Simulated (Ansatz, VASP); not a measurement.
## Hf: VASP beside Ansatz

```
Hf
1.0
     3.11107    0.00000    0.00000
    -1.55554    2.69427    0.00000
     0.00000    0.00000    9.97536
Hf
4
Direct
  0.00000 0.00000 0.00000
  0.00000 0.00000 0.50000
  0.33333 0.66667 0.25000
  0.66667 0.33333 0.75000
```

Alike in both runs: functional LDA; k mesh 11 × 11 × 3; occupations fermi-dirac, width 0.1 eV; no spin polarisation.

Ansatz relaxed the structure, and its values are those at the end. VASP's run is a single point on that final structure, the one shown.

|  | VASP | Ansatz |
| --- | --- | --- |
| version | VASP 6.6.1 | Ansatz 0.2.0 |
| potentials or method | VASP PAW LDA potentials, release 64 (Hf_pv) | plane waves (420 eV) with PAW, scalar-relativistic |
| plane-wave cutoff (eV) | 520 | 420 |
| valence electrons in the cell | 40 | 104 |

|  | VASP | Ansatz | Ansatz less VASP |
| --- | --- | --- | --- |
| pressure (GPa) | 0.1 | 0.0 | -0.04 |

The two sets of potentials don't hold the same shells in valence. Ansatz warned: «pseudo_functional_mismatch».

The runs have no spin-orbit coupling, so splittings on Hf are missing.
